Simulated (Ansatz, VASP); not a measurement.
One calculation of GaP, 3 ways

The starting cell:

```
CELL_PARAMETERS angstrom
0.00000 2.72525 2.72525
2.72525 0.00000 2.72525
2.72525 2.72525 0.00000
ATOMIC_POSITIONS crystal
Ga 0.00000 0.00000 0.00000
P 0.75000 0.75000 0.75000
```

Alike in all runs: task relaxation of cell and atoms; functional revPBE; k mesh 8 × 8 × 8; occupations fermi-dirac, width 0.05 eV; no spin polarisation; no spin-orbit coupling.

| program and potentials | plane-wave cutoff (eV) | notes | equilibrium volume (Å³/atom) |
| --- | --- | --- | --- |
| Ansatz, Ansatz PAW | 420 | potentials made for PBE, which Ansatz adapts in part | 21.27 |
| Ansatz, all-electron LAPW, scalar-relativistic | - | - | 21.26 |
| VASP, PBE PAW files Ga_d, P, 600 eV | 600 | potentials made for PBE | 21.25 |

The equilibrium volume spans 21.25 (VASP, PBE PAW files Ga_d, P, 600 eV) to 21.27 Å³/atom (Ansatz, Ansatz PAW), with all-electron results at 21.26. Some sets were made for another functional than the one run, which can shift their rows. Relaxations stop with a little pressure left, so the last digit of a volume isn't settled.

Differences between rows come from potentials, basis sets and numerical settings, since the functional is the same but for its coding. Runs on potential files found faulty are left out.
